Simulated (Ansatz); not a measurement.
Reaction (ligand exchange at the Si–C bond): `C=C1CC1[SiH3]` + `O[BH][AlH2]` → `[AlH2][BH]O[SiH3]` + `C=C1CC1`

Calculated with Ansatz (gas phase, PBE0-D4/def2-TZVP geometries, no zero-point term in ΔE). CCSD(T)/CBS adds triple-zeta CCSD(T) − MP2 to the extrapolated MP2 energy (def2 sets, frozen cores). DFT in def2-TZVPP. Each species was taken in one conformer, which may not be the lowest.

| species | BHLYP-D4 energy (Eh) |
| --- | --- |
| `C=C1CC1[SiH3]` | -446.63441 |
| `O[BH][AlH2]` | -344.91279 |
| `[AlH2][BH]O[SiH3]` | -635.65470 |
| `C=C1CC1` | -155.92427 |

(1) Work out ΔE.

Largest T1 diagnostic among the species: 0.014.

## Answers

(1) ΔE = (-635.65470) + (-155.92427) − (-446.63441) − (-344.91279) = -0.03177 Eh = -19.9 kcal/mol. CCSD(T)/CBS gives -17.7 kcal/mol.

From PBE to PBE0 (25 % exact exchange), in def2-TZVPP and without D4, ΔE moves by −1.1 kcal/mol. In def2-TZVPP, CCSD(T) changes the Hartree–Fock value by +5.6 kcal/mol (the triples alone add +0.9 kcal/mol) and MP2 by +6.0 kcal/mol. The D4 term adds +1.1 kcal/mol with B3LYP and +0.6 kcal/mol with PBE0; it sums over pairs of atoms, weighted by their polarisabilities, and B3LYP, whose exchange is more repulsive, gets the larger term.

B3LYP here is the variant with VWN-RPA as its local correlation; programs differ in this.
